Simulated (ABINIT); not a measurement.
Runs of ABINIT 10.8.3 (patched build) on MoS2. Symmetry: P-3m1, No. 164, trigonal system. Conventional cell: a = 3.227 Å, b = 3.227 Å, c = 6.312 Å, α = 90.00°, β = 90.00°, γ = 120.00°. Mo (site symmetry -3m) has 6 S at 2.42 Å as nearest neighbours. S (site symmetry 3m) has 3 Mo at 2.42 Å as nearest neighbours. Measurements of this composition are mostly on another form, of space group No. 194.

```csv
task,level,k mesh,cutoff (eV),fine-grid cutoff,mesh quality,gap on the mesh (eV),pressure (GPa),largest force (eV/Å)
band structure,LDA,9 × 9 × 4,544,1088.46 eV,not flagged,none,(b),0.15
single point,LDA,12 × 12 × 5,544,1088.46 eV,not flagged,none,-5.9,0.15
single point,LDA,7 × 7 × 3,544,1088.46 eV,not flagged,none,(a),0.17
single point,LDA,4 × 4 × 2,544,1088.46 eV,coarse,none,-5.2,0.36
band structure,LDA-PZ,9 × 9 × 4,544,1088.46 eV,not flagged,none,-5.9,0.13
single point,LDA,5 × 5 × 2,544,1088.46 eV,coarse,none,-5.9,0.29
```

Alike in all rows: potentials or basis JTH PAW LDA v2.0; no spin polarisation; cell as given; smearing fermi-dirac 0.05 eV.

Question: Estimate the missing entries.

Answer: (a) -5.7; (b) -6.0.

Caveats: some runs use coarse meshes.

A k mesh can miss the band edges, and the runs leave out spin-orbit coupling on Mo.

A gap of «none» marks a metal or a gap under the smearing width.

Not every run made on this cell is shown here.
